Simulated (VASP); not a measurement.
Ti:

```
Ti
1.0
    -1.65325    1.65325    1.65325
     1.65325   -1.65325    1.65325
     1.65325    1.65325   -1.65325
Ti
1
Direct
  0.00000 0.00000 0.00000
```

This isn't the form of Ti at room conditions, which is hcp.

| Item | Value |
| --- | --- |
| Program | VASP 6.6.1 |
| Task | relaxation of cell and atoms |
| Functional | r2SCAN |
| Dispersion | rVV10 |
| Potentials or basis | VASP PAW PBE potentials, release 64 (Ti_sv) |
| Cutoff | 600 eV |
| k mesh | 18 × 18 × 18 |
| Occupations | gaussian, width 0.1 eV |
| Spin | no spin polarisation |

At the start: pressure -5.5 GPa; volume 18.07 Å³/atom.

**Question.** Where does the relaxation end?

**Answer.** Over 3 steps the energy falls by 17.1 meV/atom and the volume is 17.13 Å³/atom (-5.2 %); space group Im-3m (No. 229, to 0.05 Å).

The path:
| step | energy change (eV) | largest force (eV/Å) | pressure (GPa) | volume (Å³) |
| --- | --- | --- | --- | --- |
| 1 | 0.0000 | 0.0000 | -5.55 | 18.07 |
| 2 | -0.0083 | 0.0000 | 4.58 | 16.49 |
| 3 | -0.0171 | 0.0000 | -0.03 | 17.13 |

Final structure:
```yaml
crystal:
  lattice:
    - [-1.62385, 1.62385, 1.62385]
    - [1.62385, -1.62385, 1.62385]
    - [1.62385, 1.62385, -1.62385]
  atoms:
    - { symbol: Ti, position: [0.00000, 0.00000, 0.00000] }
```

Caveat: the PAW data sets were made with another functional, which shifts forces and pressure a little.
